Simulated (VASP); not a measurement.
# InP (F-43m) in VASP: a series of runs, part 3 of 3

VASP 6.6.1.

**5. Dielectric tensor, LDA**

This run uses another cell than the first one, of 24.75 Å³/atom, 0.975 times its volume.

The input, INCAR:

```
SYSTEM = InP
PREC     = Accurate       ! precision mode
ENCUT    = 600            ! plane-wave cutoff, eV
EDIFF    = 1E-8           ! SCF threshold, eV
ISMEAR   = 0              ! smearing method
SIGMA    = 0.03           ! smearing width, eV
LREAL    = .FALSE.        ! projectors in reciprocal space
LASPH    = .TRUE.         ! aspherical terms in the spheres
NELM     = 80             ! most SCF steps
ALGO     = Fast           ! electronic algorithm
ISIF     = 2              ! what is computed and relaxed
LWAVE    = .FALSE.        ! write WAVECAR
LCHARG   = .FALSE.        ! write CHGCAR
GGA      = CA             ! functional
LEPSILON = .TRUE.         ! dielectric tensor by DFPT
```

The input, KPOINTS:

```
regular mesh
0
Monkhorst
  14 14 14
  0 0 0
```

The input, POSCAR:

```
InP                                     
1.0
    0.0000000000      2.9142540919      2.9142540919
    2.9142540919      0.0000000000      2.9142540919
    2.9142540919      2.9142540919      0.0000000000
  In              P             
     1     1
Direct
     0.0000000000000000    0.0000000000000000    0.0000000000000000
     0.2500000000000000    0.2500000000000000    0.2500000000000000
```

Potentials or basis: VASP PAW LDA potentials, release 64 (In_d, P).

Launch:

```console
$ cat potpaw_LDA.64/In_d/POTCAR potpaw_LDA.64/P/POTCAR > POTCAR
$ mpirun -np 1 vasp_std > vasp.out
```

OUTCAR:

```text
SYSTEM = InP
   PREC = Accurate
   ENCUT = 600
   EDIFF = 1E-8
   ISMEAR = 0
   LREAL = .FALSE.
   LASPH = .TRUE.
   NELM = 80
   ISIF = 2
   GGA = CA
   LEPSILON = .TRUE.

 ion  position               nearest neighbor table
   1  0.000  0.000  0.000-   2 2.52   2 2.52   2 2.52   2 2.52
   2  0.250  0.250  0.250-   1 2.52   1 2.52   1 2.52   1 2.52

  LATTYP: Found a face centered cubic cell.
 ALAT       =     5.8285081838

  Lattice vectors:

 A1 = (   0.0000000000,   2.9142540919,   2.9142540919)
 A2 = (   2.9142540919,   0.0000000000,   2.9142540919)
 A3 = (   2.9142540919,   2.9142540919,   0.0000000000)

Analysis of symmetry for initial positions (statically):
=====================================================================
 Subroutine PRICEL returns:
 Original cell was already a primitive cell.

 Routine SETGRP: Setting up the symmetry group for a
 face centered cubic supercell.

 Subroutine GETGRP returns: Found 24 space group operations
 (whereof 24 operations were pure point group operations)
 out of a pool of 48 trial point group operations.

The static configuration has the point symmetry T_d .

Analysis of symmetry for dynamics (positions and initial velocities):
=====================================================================
 Subroutine PRICEL returns:
 Original cell was already a primitive cell.

 Routine SETGRP: Setting up the symmetry group for a
 face centered cubic supercell.

 Subroutine GETGRP returns: Found 24 space group operations
 (whereof 24 operations were pure point group operations)
 out of a pool of 48 trial point group operations.

The dynamic configuration has the point symmetry T_d .

 Subroutine INISYM returns: Found 24 space group operations
 (whereof 24 operations are pure point group operations),
 and found     1 'primitive' translations

----------------------------------------------------------------------------------------

                                     Primitive cell

  volume of cell :      49.5008

  direct lattice vectors                    reciprocal lattice vectors
     0.000000000  2.914254092  2.914254092    -0.171570489  0.171570489  0.171570489
     2.914254092  0.000000000  2.914254092     0.171570489 -0.171570489  0.171570489
     2.914254092  2.914254092  0.000000000     0.171570489  0.171570489 -0.171570489

  length of vectors
     4.121377661  4.121377661  4.121377661     0.297168804  0.297168804  0.297168804

  position of ions in fractional coordinates (direct lattice)
     0.000000000  0.000000000  0.000000000
     0.250000000  0.250000000  0.250000000

  ion indices of the primitive-cell ions
[... 495 lines left out ...]
  band No.  band energies     occupation
      1      -9.1199      2.00000
      2      -8.9949      2.00000
      3      -8.9909      2.00000
      4      -8.8674      2.00000
      5      -8.8547      2.00000
      6      -5.4236      2.00000
      7       0.9573      2.00000
      8       3.7593      2.00000
      9       4.5021      2.00000
     10       7.3447      0.00000
     11       9.6756      0.00000
     12      10.1746      0.00000
     13      10.7766      0.00000

 [... further k-points ...]

  FORCE on cell =-STRESS in cart. coord.  units (eV):
  Direction    XX          YY          ZZ          XY          YZ          ZX
  --------------------------------------------------------------------------------------
  -------------------------------------------------------------------------------------
  Total        0.0091862      0.0091862      0.0091862      0.0000000      0.0000000      0.0000000
  in kB        0.2973271      0.2973271      0.2973271      0.0000000      0.0000000      0.0000000
  external PRESSURE =       0.2973271 kB  Pullay stress =       0.0000000 kB

 VOLUME and BASIS-vectors are now :
 -----------------------------------------------------------------------------
  energy-cutoff  :      600.00
  volume of cell :       49.50
      direct lattice vectors                 reciprocal lattice vectors
     0.000000000  2.914254092  2.914254092    -0.171570489  0.171570489  0.171570489
     2.914254092  0.000000000  2.914254092     0.171570489 -0.171570489  0.171570489
     2.914254092  2.914254092  0.000000000     0.171570489  0.171570489 -0.171570489

 POSITION                                       TOTAL-FORCE (eV/Angst)
 -----------------------------------------------------------------------------------
      0.00000      0.00000      0.00000        -0.000000     -0.000000     -0.000000
      1.45713      1.45713      1.45713         0.000000      0.000000      0.000000
 -----------------------------------------------------------------------------------
    total drift:                               -0.000000     -0.000000     -0.000000

  FREE ENERGIE OF THE ION-ELECTRON SYSTEM (eV)
  ---------------------------------------------------
  free  energy   TOTEN  =        -9.6749465522 eV

  energy  without entropy=       -9.6749465522  energy(sigma->0) =       -9.67494655

 HEAD OF MICROSCOPIC STATIC DIELECTRIC TENSOR (INDEPENDENT PARTICLE, excluding Hartree and local field effects)
 ------------------------------------------------------
          12.146100     0.000000    -0.000000
           0.000000    12.146100     0.000000
          -0.000000     0.000000    12.146100
 ------------------------------------------------------

 Free energy of the ion-electron system (eV)
  ---------------------------------------------------
  ---------------------------------------------------
  free energy    TOTEN  =        -1.50707750 eV

  energy without entropy =       -1.50707750

------------------------ aborting loop because EDIFF is reached ----------------------------------------

--------------------------------------- Ionic step        2  -------------------------------------------

------------------------ aborting loop because EDIFF is reached ----------------------------------------

--------------------------------------- Ionic step        3  -------------------------------------------

 Free energy of the ion-electron system (eV)
  ---------------------------------------------------
  ---------------------------------------------------
  free energy    TOTEN  =        -1.50708709 eV

  energy without entropy =       -1.50708709

------------------------ aborting loop because EDIFF is reached ----------------------------------------

 PIEZOELECTRIC TENSOR FIELD DIRECTION 3  (e Angst)
 -----------------------------------------------------------------------------
     0.00091 -2.45484  0.00000           ( -0.00000 -0.04127  0.00000)
    -2.45484  0.00091  0.00000           ( -0.04127 -0.00000  0.00000)
     0.00000  0.00000 -0.00279           (  0.00000  0.00000 -0.00000)

 PIEZOELECTRIC TENSOR FIELD DIRECTION 3  (C/m^2)
 -----------------------------------------------------------------------------
     0.00029 -0.79455  0.00000
    -0.79455  0.00029  0.00000
     0.00000  0.00000 -0.00090

 MACROSCOPIC STATIC DIELECTRIC TENSOR (including local field effects in DFT)
 ------------------------------------------------------
          11.446840    -0.000000     0.000000
           0.000000    11.446840     0.000000
           0.000000     0.000000    11.446840
 ------------------------------------------------------

 PIEZOELECTRIC TENSOR (including local field effects)  for field in x, y, z        (e  Angst)
          XX          YY          ZZ          XY          YZ          ZX
  --------------------------------------------------------------------------------
  x    -0.00000     0.00000     0.00000     0.00000    -2.45678    -0.00000
  y    -0.00000    -0.00000    -0.00000     0.00000    -0.00000    -2.45678
  z    -0.00000    -0.00000    -0.00000    -2.45678     0.00000     0.00000

 PIEZOELECTRIC TENSOR (including local field effects)  for field in x, y, z        (C/m^2)
          XX          YY          ZZ          XY          YZ          ZX
  --------------------------------------------------------------------------------
  x    -0.00000     0.00000     0.00000     0.00000    -0.79518    -0.00000
  y    -0.00000    -0.00000    -0.00000     0.00000    -0.00000    -0.79518
  z    -0.00000    -0.00000    -0.00000    -0.79518     0.00000     0.00000

 BORN EFFECTIVE CHARGES (including local field effects) (in |e|, cummulative output)
 ---------------------------------------------------------------------------------
 ion    1
    1     2.47131    -0.00000    -0.00000
    2    -0.00000     2.47131    -0.00000
    3     0.00000    -0.00000     2.47131
 ion    2
    1    -2.47131     0.00000     0.00000
    2     0.00000    -2.47131     0.00000
    3    -0.00000     0.00000    -2.47131
```

Wall time 50 min (1 thread of Intel Xeon 6975P-C (Granite Rapids), shared host); peak memory 2.4 GiB.

What came out:

- Electronic dielectric tensor (diagonal): 11.45
- Born charges (mean of the diagonal): In +2.47; P -2.47 e

Levels at points of the mesh, in eV from the valence-band top:
| k point | band 7 | band 8 | band 9 | band 10 | band 11 | band 12 |
| --- | --- | --- | --- | --- | --- | --- |
| (0.04, 0.04, 0.04) | -0.27 | 0.00 | 0.00 | 0.86 | 3.98 | 4.01 |

Electronic dielectric tensor:
```
11.45  0.00  0.00
 0.00 11.45  0.00
 0.00  0.00 11.45
```

Born effective charge tensors (e):
atom 1, In
```
2.47 0.00 0.00
0.00 2.47 0.00
0.00 0.00 2.47
```
atom 2, P
```
-2.47  0.00  0.00
 0.00 -2.47  0.00
 0.00  0.00 -2.47
```

**6. How close it comes**

Step 5. Against the measured high-frequency dielectric constant of InP, 9.61 (300 K; a printed reference work, textbook), the calculated 11.45 is off by +19.1 %.
